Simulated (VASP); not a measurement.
Write the native input for VASP 6.6.1 that does the following.

```
Task                   : Born charges and dielectric tensor
Functional             : LDA
Potentials or basis    : VASP PAW LDA potentials, release 64 (Hf_pv, O)
Cutoff                 : 600 eV
k mesh                 : 8 × 8 × 6
Occupations            : gaussian, width 0.02 eV
Spin                   : no spin polarisation
Further INCAR settings : ALGO = Fast; EDIFF = 1e-08; IBRION = 8; NSW = 1
```

The structure of HfO2 lies in POSCAR:

```
HfO2
1.0
    3.5236400000      0.0000000000      0.0000000000
    0.0000000000      3.5236400000      0.0000000000
    0.0000000000      0.0000000000      5.0713300000
Hf O
2 4
Direct
    0.5000000000      0.5000000000      0.5000000000
    0.0000000000      0.0000000000      0.0000000000
    0.0000000000      0.5000000000      0.7059300000
    0.5000000000      0.0000000000      0.7940700000
    0.5000000000      0.0000000000      0.2940700000
    0.0000000000      0.5000000000      0.2059300000
```

Measurements of this composition are mostly on another form, of space group No. 14.

One way to write it, as run:

INCAR

```
ALGO     = Fast           # electronic algorithm
EDIFF    = 1E-8           # SCF threshold, eV
ENCUT    = 600            # plane-wave cutoff, eV
GGA      = CA             # functional
IBRION   = 8              # ionic algorithm
ISIF     = 2              # what is computed and relaxed
ISMEAR   = 0              # smearing method
LASPH    = True           # aspherical terms in the spheres
LCHARG   = False          # write CHGCAR
LEPSILON = True           # dielectric tensor by DFPT
LREAL    = False          # projectors in reciprocal space
LWAVE    = False          # write WAVECAR
NELM     = 60             # most SCF steps
NSW      = 1              # ionic steps
PREC     = Accurate       # precision mode
SIGMA    = 0.02           # smearing width, eV
```

KPOINTS

```
k-points
0
Gamma
  8 8 6
```

Potentials or basis: VASP PAW LDA potentials, release 64 (Hf_pv, O).

Launch:

```console
$ cat potpaw_LDA.64/Hf_pv/POTCAR potpaw_LDA.64/O/POTCAR > POTCAR
$ mpirun -np 1 vasp_std > vasp.out
```

It gave:

```json
{
  "Band gap on the k mesh": "4.51 eV, indirect (least direct gap 4.64 eV)",
  "Electronic dielectric tensor (diagonal)": "5.32, 5.32, 4.88",
  "Born charges (mean of the diagonal)": "Hf +5.34; O -2.67 e",
  "Highest phonon frequency at Γ, LO-TO splitting left out": "687 cm⁻¹"
}
```

Caveat: spin-orbit coupling is left out, which moves the levels of the heavy elements.

Wall time 29 min on 1 thread of Intel(R) Xeon(R) Platinum 8488C (Sapphire Rapids), on a shared host, peak memory 0.66 GiB.
